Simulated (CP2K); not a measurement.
# InAs (F-43m) in CP2K: notebook, part 2 of 2

CP2K 2026.2.

## Step 4: Band structure, PBE

Input file inas_bands.inp:

```
&GLOBAL
  PROJECT inas_bands
  RUN_TYPE ENERGY_FORCE
  PRINT_LEVEL LOW
&END GLOBAL
&FORCE_EVAL
  METHOD QS
  STRESS_TENSOR ANALYTICAL
  &DFT
    BASIS_SET_FILE_NAME BASIS_MOLOPT_UZH
    POTENTIAL_FILE_NAME POTENTIAL_UZH
    &MGRID
      CUTOFF 450
      REL_CUTOFF 60
      NGRIDS 4
    &END MGRID
    &QS
      METHOD GPW
      EPS_DEFAULT 1.0E-10
    &END QS
    &KPOINTS
      SCHEME MONKHORST-PACK 8 8 8
      GAMMA_CENTERED T
      SYMMETRY T
      SYMMETRY_BACKEND SPGLIB
    &END KPOINTS
    &SCF
      SCF_GUESS ATOMIC
      EPS_SCF 1.0E-6
      MAX_SCF 100
      ADDED_MOS 10
      CHOLESKY OFF
      EPS_EIGVAL 1.0E-7
      &DIAGONALIZATION ON
        ALGORITHM STANDARD
      &END DIAGONALIZATION
      &MIXING ON
        METHOD BROYDEN_MIXING
        ALPHA 0.4
        BETA 1.5
        NBUFFER 8
      &END MIXING
      &SMEAR ON
        METHOD FERMI_DIRAC
        ELECTRONIC_TEMPERATURE 580.23
      &END SMEAR
    &END SCF
    &XC
      &XC_FUNCTIONAL PBE
      &END XC_FUNCTIONAL
    &END XC
    &PRINT
      &KPOINTS ON
      &END KPOINTS
      &MULLIKEN ON
      &END MULLIKEN
      &MO ON
        ENERGIES T
        OCCUPATION_NUMBERS T
        &EACH
          QS_SCF 0
        &END EACH
        ADD_LAST NUMERIC
      &END MO
      &BAND_STRUCTURE
        FILE_NAME bands.bs
        ADDED_MOS 4
        &KPOINT_SET
          UNITS B_VECTOR
          NPOINTS 8
          SPECIAL_POINT GAMMA 0.00000000 0.00000000 0.00000000
          SPECIAL_POINT X 0.50000000 0.00000000 0.50000000
          SPECIAL_POINT W 0.50000000 0.25000000 0.75000000
          SPECIAL_POINT K 0.37500000 0.37500000 0.75000000
          SPECIAL_POINT GAMMA 0.00000000 0.00000000 0.00000000
          SPECIAL_POINT L 0.50000000 0.50000000 0.50000000
          SPECIAL_POINT U 0.62500000 0.25000000 0.62500000
          SPECIAL_POINT W 0.50000000 0.25000000 0.75000000
          SPECIAL_POINT L 0.50000000 0.50000000 0.50000000
          SPECIAL_POINT K 0.37500000 0.37500000 0.75000000
        &END KPOINT_SET
        &KPOINT_SET
          UNITS B_VECTOR
          NPOINTS 8
          SPECIAL_POINT U 0.62500000 0.25000000 0.62500000
          SPECIAL_POINT X 0.50000000 0.00000000 0.50000000
        &END KPOINT_SET
      &END BAND_STRUCTURE
    &END PRINT
  &END DFT
  &SUBSYS
    &CELL
      A 4.2680965312 0.0000000000 0.0000000000
      B 2.1340482656 3.6962800219 0.0000000000
      C 2.1340482656 1.2320933406 3.4848862248
      PERIODIC XYZ
    &END CELL
    &COORD
      In  0.0000000000 0.0000000000 0.0000000000
      As  6.4021447968 3.6962800219 2.6136646686
    &END COORD
    &KIND In
      BASIS_SET TZV2P-MOLOPT-PBE-GTH-q13
      POTENTIAL GTH-PBE-q13
    &END KIND
    &KIND As
      BASIS_SET TZV2P-MOLOPT-PBE-GTH-q5
      POTENTIAL GTH-PBE-q5
    &END KIND
    &PRINT
      &ATOMIC_COORDINATES ON
      &END ATOMIC_COORDINATES
      &CELL ON
      &END CELL
    &END PRINT
  &END SUBSYS
  &PRINT
    &FORCES ON
    &END FORCES
    &STRESS_TENSOR ON
    &END STRESS_TENSOR
  &END PRINT
&END FORCE_EVAL
```

Potentials or basis: POTENTIAL_UZH In GTH-PBE-q13, As GTH-PBE-q5; TZV2P-MOLOPT-PBE-GTH basis.

Command:

```sh
$ OMP_NUM_THREADS=1 cp2k.psmp -i inas_bands.inp -o inas_bands.out
```

inas_bands.out:

```text

 CP2K| version string:                                       CP2K version 2026.2
 CP2K| Input file name                                            inas_bands.inp

 GLOBAL| Force Environment number                                              1
 GLOBAL| Basis set file name                                    BASIS_MOLOPT_UZH
 GLOBAL| Potential file name                                       POTENTIAL_UZH
 GLOBAL| MM Potential file name                                     MM_POTENTIAL
 GLOBAL| Coordinate file name                                      __STD_INPUT__
 GLOBAL| Method name                                                        CP2K
 GLOBAL| Project name                                                 inas_bands
 GLOBAL| Run type                                                   ENERGY_FORCE
 GLOBAL| FFT library                                                       FFTW3
 GLOBAL| Diagonalization library                                       ScaLAPACK
 GLOBAL| Cholesky decomposition library                                ScaLAPACK
 GLOBAL| DGEMM library                                                      BLAS
 GLOBAL| Direct generalized diagonalization requested                          F
 GLOBAL| Matrix multiplication library                                 ScaLAPACK
 GLOBAL| Global print level                                                  LOW
 GLOBAL| Total number of message passing processes                             1
 GLOBAL| Number of threads for this process                                    1
 GLOBAL| CPU model name                                                  UNKNOWN

 CELL| Volume [angstrom^3]:                                            54.977844
 CELL| Vector a [angstrom]:       4.268     0.000     0.000   |a| =     4.268097
 CELL| Vector b [angstrom]:       2.134     3.696     0.000   |b| =     4.268097
 CELL| Vector c [angstrom]:       2.134     1.232     3.485   |c| =     4.268097
 CELL| Angle (b,c), alpha [degree]:                                    60.000000
 CELL| Angle (a,c), beta  [degree]:                                    60.000000
 CELL| Angle (a,b), gamma [degree]:                                    60.000000
 CELL| Numerically orthorhombic:                                              NO
 CELL| Periodicity                                                           XYZ

 CELL_REF| Volume [angstrom^3]:                                        54.977844
 CELL_REF| Vector a [angstrom     4.268     0.000     0.000   |a| =     4.268097
 CELL_REF| Vector b [angstrom     2.134     3.696     0.000   |b| =     4.268097
 CELL_REF| Vector c [angstrom     2.134     1.232     3.485   |c| =     4.268097
[... 156 lines left out ...]
 MO|      4              -0.362291              -9.858440               2.000000
 MO|      5              -0.362291              -9.858440               2.000000
 MO|      6              -0.228781              -6.225444               2.000000
[... 342 lines left out ...]
 MO|     18               0.704270              19.164175               0.000000
 MO|     19               0.727210              19.788380               0.000000
 MO| Sum:                                                              18.000000
 MO| E(Fermi):            0.167890 a.u.          4.568528 eV

 [... the levels of further k-points ...]

 !-----------------------------------------------------------------------------!
                     Mulliken Population Analysis

 #  Atom  Element  Kind  Atomic population                           Net charge
       1     In       1         12.807545                              0.192455
       2     As       2          5.192455                             -0.192455
 # Total charge                             18.000000                  0.000000

 !-----------------------------------------------------------------------------!

 KPOINTS| Band Structure Calculation
 KPOINTS| Number of k-point sets                                               2
 KPOINTS| Number of added MOs/bands                                            4
 KPOINTS| Number of k-points in set    1                                      73
 KPOINTS| In units of b-vector [2pi/Bohr]
 KPOINTS| Special point     1       GAMMA     0.000000     0.000000     0.000000
 KPOINTS| Special point     2           X     0.500000     0.000000     0.500000
 KPOINTS| Special point     3           W     0.500000     0.250000     0.750000
 KPOINTS| Special point     4           K     0.375000     0.375000     0.750000
 KPOINTS| Special point     5       GAMMA     0.000000     0.000000     0.000000
 KPOINTS| Special point     6           L     0.500000     0.500000     0.500000
 KPOINTS| Special point     7           U     0.625000     0.250000     0.625000
 KPOINTS| Special point     8           W     0.500000     0.250000     0.750000
 KPOINTS| Special point     9           L     0.500000     0.500000     0.500000
 KPOINTS| Special point    10           K     0.375000     0.375000     0.750000
 KPOINTS| Number of k-points in set    2                                       9
 KPOINTS| In units of b-vector [2pi/Bohr]
 KPOINTS| Special point     1           U     0.625000     0.250000     0.625000
 KPOINTS| Special point     2           X     0.500000     0.000000     0.500000

 ENERGY| Total FORCE_EVAL ( QS ) energy [hartree]            -62.648243524556719

 FORCES| Atomic forces [hartree/bohr]
 FORCES|   Atom     x               y               z               |f|
 FORCES|      1  8.70499065E-10  4.81208726E-09 -4.61230321E-11   4.89040691E-09
 FORCES|      2 -2.84178893E-10 -4.46066153E-09  2.76685201E-10   4.47826011E-09
 FORCES| Sum     5.86320172E-10  3.51425723E-10  2.30562169E-10
 FORCES| Total atomic force                                       7.21408550E-10

 STRESS| Analytical stress tensor [bar]
 STRESS|                        x                   y                   z
 STRESS|      x        4.71470847559E+04  -2.05362376964E-01  -1.43624102535E-01
 STRESS|      y       -2.05362376964E-01   4.71473388279E+04  -1.26020085419E-02
 STRESS|      z       -1.43624102535E-01  -1.26020085419E-02   4.71474079883E+04
 STRESS| 1/3 Trace                                             4.71472771907E+04
 STRESS| Determinant                                           1.04802067503E+14

 STRESS| Eigenvectors and eigenvalues of the analytical stress tensor [bar]
 STRESS|                        1                   2                   3
 STRESS| Eigenvalues   4.71469333121E+04   4.71473922075E+04   4.71475060525E+04
 STRESS|      x           0.855436167456      0.138433952588     -0.499064128324
 STRESS|      y           0.441620147185     -0.698366528318      0.563254682827
 STRESS|      z           0.270556110648      0.702225200984      0.658543208980
```

Wall time 1.7 min (1 thread of Arm Neoverse V1, shared host); peak memory 0.45 GiB.

What came out:

- Free energy: -1704.7454 eV
- Pressure: 4.7 GPa
- Band gap on the k mesh: none (metal or under the smearing width)
- Mulliken charges: In +0.19; As -0.19 e

Levels at the corners of the path, in eV from the Fermi level:
```csv
point,band 6,band 7,band 8,band 9,band 10,band 11,band 12,band 13
Γ,-11.97,-0.25,-0.05,-0.05,-0.05,3.85,3.85,3.85
X,-9.94,-5.93,-2.41,-2.41,1.48,2.01,9.25,9.29
W,-9.89,-5.79,-3.04,-2.97,4.18,4.27,4.98,6.10
K,-9.96,-5.80,-3.37,-2.03,2.05,4.24,7.33,7.45
Γ,-11.97,-0.25,-0.05,-0.05,-0.05,3.85,3.85,3.85
L,-10.49,-5.87,-1.06,-1.06,0.89,4.65,4.65,6.89
U,-9.96,-5.80,-3.37,-2.03,2.05,4.24,7.33,7.45
W,-9.89,-5.79,-3.04,-2.97,4.18,4.27,4.98,6.10
L,-10.49,-5.87,-1.06,-1.06,0.89,4.65,4.65,6.89
K,-9.96,-5.80,-3.37,-2.03,2.05,4.24,7.33,7.45
U,-9.96,-5.80,-3.37,-2.03,2.05,4.24,7.33,7.45
X,-9.94,-5.93,-2.41,-2.41,1.48,2.01,9.25,9.29
```

Caveat: Mulliken charges move with the basis; spin-orbit coupling is left out, which moves the levels of the heavy elements; the basis of atomic orbitals isn't converged, which shifts pressures, moduli and gaps.

## Step 5: Overview

| potentials or basis | gap on the mesh (eV) | pressure (GPa) |
| --- | --- | --- |
| GTH_POTENTIALS In GTH-PBE-q13, As GTH-PBE-q5; TZVP-MOLOPT-SR-GTH basis | none | 4.9 |
| POTENTIAL_UZH In GTH-PBE-q13, As GTH-PBE-q5; TZVP-MOLOPT-PBE-GTH basis | none | 4.8 |
| POTENTIAL_UZH In GTH-PBE-q13, As GTH-PBE-q5; TZV2P-MOLOPT-PBE-GTH basis | none | 4.7 |

Alike in all rows: task band structure; level PBE; no spin polarisation; cell as given; k mesh 8 × 8 × 8; smearing fermi-dirac 0.05 eV.

Caveats: spin-orbit coupling is left out, which moves the levels of the heavy elements; the basis of atomic orbitals isn't converged, which shifts pressures, moduli and gaps.

Absolute energies hang on the potentials; compare differences alone.

## Step 6: How close it comes

Step 2. A measured gap of InAs is 0.418 eV (direct; 4.2 K; a printed reference work, data compilation); the calculated 0.00 eV misses it by -0.42 eV. Spin-orbit coupling on As, In is left out. The value is that of PBE in an atomic basis (GTH_POTENTIALS In GTH-PBE-q13, As GTH-PBE-q5; TZVP-MOLOPT-SR-GTH basis), whose error adds to the functional's, on a finite k mesh, which can miss the band edges, without temperature or zero-point motion. Semilocal functionals fall short of measured gaps as a rule.

Step 3. Measured gap of InAs: 0.418 eV (direct; 4.2 K; a printed reference work, data compilation). This calculation gives 0.00 eV (-0.42 eV). Spin-orbit coupling on As, In is left out. The value is that of PBE in an atomic basis (POTENTIAL_UZH In GTH-PBE-q13, As GTH-PBE-q5; TZVP-MOLOPT-PBE-GTH basis), whose error adds to the functional's, on a finite k mesh, which can miss the band edges, without temperature or zero-point motion. Semilocal functionals fall short of measured gaps as a rule.

Step 4. A measured gap of InAs is 0.418 eV (direct; 4.2 K; a printed reference work, data compilation); the calculated 0.00 eV misses it by -0.42 eV. Spin-orbit coupling on As, In is left out. The value is that of PBE in an atomic basis (POTENTIAL_UZH In GTH-PBE-q13, As GTH-PBE-q5; TZV2P-MOLOPT-PBE-GTH basis), whose error adds to the functional's, on a finite k mesh, which can miss the band edges, without temperature or zero-point motion. Semilocal functionals fall short of measured gaps as a rule.
